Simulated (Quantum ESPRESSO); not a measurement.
**Os: zone-centre phonons under several settings**

```
CELL_PARAMETERS angstrom
2.73410 0.00000 0.00000
-1.36705 2.36780 0.00000
0.00000 0.00000 4.31970
ATOMIC_POSITIONS crystal
Os 0.66667 0.33333 0.75000
Os 0.33333 0.66667 0.25000
```

All runs used Quantum ESPRESSO 7.5; k mesh 11 × 11 × 6; no spin polarisation.

```csv
level,potentials,geometry,cutoff (eV),occupations,volume (Å³/atom),pressure (GPa),lowest optical mode without the field (cm⁻¹),highest optical mode without the field (cm⁻¹)
PBEsol,PseudoDojo 0.4.1 SR PBEsol standard,"given cell, atoms relaxed",1007,"cold, width 0.136 eV",13.98,?,?,?
PBEsol,GBRV 1.5 PBEsol,relaxed cell,612,"cold, width 0.2 eV",13.88,0.0,147,221
```

Problem. What stands in the row left open?

Solution. Pressure -3.2 GPa; lowest optical mode without the field 143 cm⁻¹; highest optical mode without the field 217 cm⁻¹.

Caveats: the mesh is thin for the phonons of a metal; the cell is more than 3 GPa from zero pressure, which shifts response properties (some runs).

For the row left open. Caveat: the mesh is thin for the phonons of a metal; the cell is more than 3 GPa from zero pressure, which shifts response properties.
